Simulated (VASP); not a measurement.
The system is ZrS.

```
CELL_PARAMETERS angstrom
0.00000 2.62500 2.62500
2.62500 0.00000 2.62500
2.62500 2.62500 0.00000
ATOMIC_POSITIONS crystal
Zr 0.00000 0.00000 0.00000
S 0.50000 0.50000 0.50000
```

```yaml
Program: VASP 6.6.1
Task: relaxation of cell and atoms
Functional: BLYP
Potentials_or_basis: VASP PAW PBE potentials, release 64 (Zr_sv, S)
Cutoff: 600 eV
k_mesh: 9 × 9 × 9
Occupations: fermi-dirac, width 0.05 eV
Spin: no spin polarisation
```

At the start: pressure 5.6 GPa; volume 18.09 Å³/atom.

How do energy, volume and symmetry change on relaxing?

Over 3 steps the energy falls by 13.9 meV/atom and the volume is 18.92 Å³/atom (+4.6 %); space group Fm-3m (No. 225, to 0.05 Å).

The path:
| step | energy change (eV) | largest force (eV/Å) | pressure (GPa) | volume (Å³) |
| --- | --- | --- | --- | --- |
| 1 | 0.0000 | 0.0000 | 5.64 | 36.18 |
| 2 | 0.0001 | 0.0000 | -4.78 | 39.61 |
| 3 | -0.0278 | 0.0000 | -0.05 | 37.83 |

Final structure:
```
Zr S
1.0
     0.00000    2.66448    2.66448
     2.66448    0.00000    2.66448
     2.66448    2.66448    0.00000
Zr S
1 1
Cartesian
  0.0000 0.0000 0.0000
  2.6645 2.6645 2.6645
```

Caveat: the PAW data sets were made with another functional, which shifts forces and pressure a little.
